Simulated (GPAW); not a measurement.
KF (Carobbiite):

```xyz
2
Lattice="0.0000 2.6719 2.6719 2.6719 0.0000 2.6719 2.6719 2.6719 0.0000" Properties=species:S:1:pos:R:3 pbc="T T T"
K     0.0000    0.0000    0.0000
F     2.6719    2.6719    2.6719
```

Base run:

* Program: GPAW 26.7.0
* Functional: PBE
* Potentials or basis: GPAW PAW data sets (gpaw-data 1.2.1)
* Cutoff: 600 eV
* Basis: pw
* k mesh: 7 × 7 × 7
* Occupations: fermi-dirac, width 0.05 eV
* Spin: no spin polarisation

Its results: band gap on the k mesh 6.18 eV, direct; pressure 1.3 GPa.

**Question.** The run is repeated on the same cell with these changes: functional from PBE to r2SCAN; cutoff from 600 eV to 800 eV; k mesh from 7 × 7 × 7 to 9 × 9 × 9. What comes out?

**Answer.** Band gap on the k mesh 6.83 eV, direct; pressure -1.5 GPa.

Several settings changed at once, so the effect can't be laid on one alone.

Caveats: the cutoff is short for stress and forces, so pressures can be off by a GPa or more (some runs); the PAW data sets were made with another functional, which shifts forces and pressure a little (some runs).
